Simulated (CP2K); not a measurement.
Ag:

```
Ag
1.0
     2.88888    0.00000    0.00000
     1.44444    2.50185    0.00000
     1.44444    0.83395    2.35876
Ag
1
Direct
  0.00000 0.00000 0.00000
```

Base run:

* Program: CP2K 2026.2
* Functional: PBE
* Potentials or basis: GTH_POTENTIALS Ag GTH-PBE-q11; DZVP-MOLOPT-SR-GTH basis
* Density cutoff: 6123 eV
* k mesh: 11 × 11 × 11
* Occupations: fermi-dirac, width 0.05 eV
* Spin: no spin polarisation

Its results: band gap on the k mesh none (metal or under the smearing width); pressure 5.7 GPa.

**Question.** After a change of settings the same cell gave: band gap on the k mesh none (metal or under the smearing width); pressure 3.8 GPa. Which change was it?
A. potentials or basis from GTH_POTENTIALS Ag GTH-PBE-q11; DZVP-MOLOPT-SR-GTH basis to POTENTIAL_UZH Ag GTH-PBE0-q11; DZVP-MOLOPT-SR-GTH basis; potentials from Ag GTH-PBE-q11 of GTH_POTENTIALS to Ag GTH-PBE0-q11 of POTENTIAL_UZH
B. potentials or basis from GTH_POTENTIALS Ag GTH-PBE-q11; DZVP-MOLOPT-SR-GTH basis to GTH_POTENTIALS Ag GTH-PADE-q11; DZVP-MOLOPT-SR-GTH basis; potentials from Ag GTH-PBE-q11 of GTH_POTENTIALS to Ag GTH-PADE-q11 of GTH_POTENTIALS
C. potentials or basis from GTH_POTENTIALS Ag GTH-PBE-q11; DZVP-MOLOPT-SR-GTH basis to POTENTIAL_UZH Ag GTH-SCAN-q11; DZVP-MOLOPT-SR-GTH basis; potentials from Ag GTH-PBE-q11 of GTH_POTENTIALS to Ag GTH-SCAN-q11 of POTENTIAL_UZH

**Answer.** B.

Caveats: the basis of atomic orbitals isn't converged, which shifts pressures, moduli and gaps; the potentials were made for another functional, which shifts forces and pressure (some runs).

Not every run made on this cell is shown here.
